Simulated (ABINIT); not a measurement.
ZnO (zincite), 4 atoms in the cell. Symmetry: P6_3mc, No. 186, hexagonal system. Conventional cell: a = 3.249 Å, b = 3.249 Å, c = 5.206 Å, α = 90.00°, β = 90.00°, γ = 120.00°. Around Zn (site symmetry 3m) lie 4 O at 1.97 to 1.98 Å. Around O (site symmetry 3m) lie 4 Zn at 1.97 to 1.98 Å. 

* Program: ABINIT 10.8.3 (patched build)
* Task: single point
* Functional: LDA
* Potentials or basis: JTH PAW LDA v2.0
* Cutoff: 626 eV
* k mesh: 7 × 7 × 4
* Occupations: fermi-dirac, width 0.05 eV
* Spin: no spin polarisation
* Fine-grid cutoff: 1224.51 eV

Potentials or basis: JTH PAW LDA v2.0.

Launch:

```console
$ abinit run.abi > log 2>&1
```

Hardware: 1 thread of Arm Neoverse V2, with other jobs on the host.

**Question.** How long does it take, and how much memory?

**Answer.** It took 98 s on 1 thread of Arm Neoverse V2, on a shared host, peak memory 0.11 GiB. Counts: scf iterations 51, k points 24, bands 22, plane waves 1713.
